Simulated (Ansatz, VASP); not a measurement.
**Te: VASP beside Ansatz**

File INCAR:

```
SYSTEM = Te
ALGO     = Normal         ! electronic algorithm
EDIFF    = 1E-6           ! SCF threshold, eV
EDIFFG   = -0.01          ! ionic threshold
ENCUT    = 600            ! plane-wave cutoff, eV
GGA      = PS             ! functional
IBRION   = 2              ! ionic algorithm
ISIF     = 3              ! what is computed and relaxed
ISMEAR   = 0              ! smearing method
LASPH    = .True.         ! aspherical terms in the spheres
LCHARG   = .False.        ! write CHGCAR
LREAL    = .False.        ! projectors in reciprocal space
LWAVE    = .False.        ! write WAVECAR
NELM     = 100            ! most SCF steps
NSW      = 100            ! ionic steps
PREC     = Accurate       ! precision mode
SIGMA    = 0.1            ! smearing width, eV
```

Contents of KPOINTS:

```
k-points
0
Gamma
  21 21 18
  0 0 0
```

File POSCAR:

```
Te
1.0
    3.2992736928      0.0000000000      0.0000000000
   -1.6496368464      2.8572548320      0.0000000000
    0.0000000000      0.0000000000      3.0827454012
Te
1
Direct
    0.0000000000      0.0000000000      0.0000000000
```

Input for Ansatz:

```yaml
crystal:
  lattice:
    - [3.2992736928, 0.0, 0.0]
    - [-1.6496368464, 2.857254832, 0.0]
    - [0.0, 0.0, 3.0827454012]
  atoms:
    - { symbol: Te, position: [0.0, 0.0, 0.0] }
basis:
  ecutwfc: 420
kpoints:
  mp_grid: { grid: [21, 21, 18] }
hamiltonian:
  xc: pbesol
scf:
  occupations: { method: gaussian, width: 0.1 }
output:
  forces: true
  stress: true
  eigenvalues: true
relax:
  adjacent_minimum: "off"
  f_tol: 0.01
  max_steps: 80
  cell: { stress_tol: 0.05 }
```

Alike in both runs: task relaxation of cell and atoms; functional PBEsol; k mesh 21 × 21 × 18; occupations gaussian, width 0.1 eV; no spin polarisation.

```csv
,VASP,Ansatz
version,VASP 6.6.1,Ansatz 0.2.0
potentials or method,"VASP PAW PBE potentials, release 64 (Te)","scalar-relativistic, plane waves, PAW"
plane-wave cutoff (eV),600,420
valence electrons in the cell,6,16
```

VASP gave:

```
gap on the k mesh at the Fermi level, each at its own relaxed structure (eV) : none
relaxed volume (Å³/atom)                                                     : 29.53
relaxed cell length with the largest relative difference (Å)                 : 3.070
energy change over the relaxation (meV/atom)                                 : -2
```

Q: Which values does Ansatz return?

A: gap on the k mesh at the Fermi level, each at its own relaxed structure (eV): none; relaxed volume (Å³/atom): 29.53; relaxed cell length with the largest relative difference (Å): 3.069; energy change over the relaxation (meV/atom): -2.

A gap of «none» marks a metal or a gap that the smearing closes. The two sets of potentials don't hold the same shells in valence.

Caveats: the PAW data sets were made with another functional, which shifts forces and pressure a little (VASP). The runs have no spin-orbit coupling, so splittings on Te are missing.
